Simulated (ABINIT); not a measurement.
Crystal: Nb.

```
Nb
1.0
    -1.66395    1.66395    1.66395
     1.66395   -1.66395    1.66395
     1.66395    1.66395   -1.66395
Nb
1
Direct
  0.00000 0.00000 0.00000
```

Base run:

```yaml
Program: ABINIT 10.8.3 (patched build)
Functional: rPW86PBE
Potentials_or_basis: JTH PAW PBE v2.0
Cutoff: 435 eV
k_mesh: 11 × 11 × 11
Occupations: fermi-dirac, width 0.05 eV
Spin: spin-orbit coupling, no magnetisation
```

Its results: band gap on the k mesh none (metal or under the smearing width); pressure 4.2 GPa.

**Question.** The run is repeated on the same cell with these changes: functional from rPW86PBE to AM05. What comes out?

**Answer.** Band gap on the k mesh none (metal or under the smearing width); pressure -8.6 GPa.

Caveats: the PAW data sets were made with another functional, which shifts forces and pressure a little.
